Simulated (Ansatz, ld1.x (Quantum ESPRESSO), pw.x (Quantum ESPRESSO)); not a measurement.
Equation-of-state test of one PAW potential (Be (Z = 4))

```
Element                 : beryllium
Generator               : ld1.x (Quantum ESPRESSO) 7.5
Type                    : PAW
Functional              : PBE
Relativity              : scalar-relativistic
Frozen core             : [He]
Valence charge          : 2
Reference configuration : 2s2 2p0
Partial waves           : 2s (bound): rcut 1.65, rcutus 2.20 bohr; 2s channel at 3.85 Ry: rcut 1.65, rcutus 2.20 bohr; 2p (bound, empty): rcut 3.60, rcutus 4.55 bohr; 2p channel at 1.65 Ry: rcut 3.60, rcutus 4.55 bohr
Local potential         : all-electron potential smoothed inside 3.40 bohr (lloc = -2)
Core correction         : Bessel-smoothed model core inside 1.65 bohr
Augmentation charge     : PSQ, radius 1.85 bohr
```

Atomic tests: cutoffs needed: 6 Ry and 6 Ry (the cutoffs (Ry, on a coarse ladder) from which the occupation-weighted sum of valence levels, in a spherical-Bessel basis at the reference potential, stays within 10 and 1 mRy of its value at 400 Ry); ghost test: no extra level below or beside the all-electron valence levels (s, p, d, f tested) (spherical-Bessel basis up to 400 Ry, 20 bohr box); largest excitation error: -42 meV (all-electron minus pseudo) for 2s0 2p1, out of 5 test configurations.

Crystal test: bcc Be in pw.x 7.5, no spin, 18³ k-points, Fermi–Dirac smearing 0.01 Ry, cutoffs 40/320 Ry. The reference is all-electron LAPW (Ansatz 0.2.0) with the same functional, mesh and smearing; V0 and B0 come from Birch–Murnaghan fits to the pressures at five volumes. Errors are pseudo minus all-electron; Δ is the rms difference of the E(V) curves that follow from these fits, minima aligned, over ±6 % about the mean V0. Mesh and smearing are coarse, so the numbers serve the comparison and aren't converged zero-temperature values; the lattice is a test structure that the element need not adopt.

All-electron: a0 = 2.501 Å (V0 = 7.82 Å³/atom), B0 = 122.0 GPa.

Task: How far does the potential miss the all-electron equation of state?

Result: converged, but broken (pressure over 100 GPa off). The pressure does not cross zero within the volumes sampled, so no fit is given. The largest radius (4.55 bohr) exceeds half the bond length (2.05 bohr), so the spheres overlap, which is one possible source of error among others. A pressure error of this size marks a broken potential; the numbers have no physical meaning.

```
V (Å³/atom)  P all-electron (GPa)  P pseudo (GPa)
      7.430                  6.89          247.40
      7.625                  3.27          222.59
      7.821                  0.04          199.03
      8.017                 -2.85          176.68
      8.212                 -5.43          155.53
```

Task: At the middle volume, how do free energy and pressure move when the wave cutoff is lowered (ecutrho held at 320 Ry)?

Result:

```csv
cutoff (Ry),shift of F (meV/atom),shift of P (GPa)
18,+1.2,-0.07
24,+0.3,+0.00
32,+0.1,+0.01
```

The run at the middle volume (195 k-points, 8 iterations) took about 5.2 s on one core of a shared host (Neoverse-V2, 96 threads, 742 GiB, load 81).
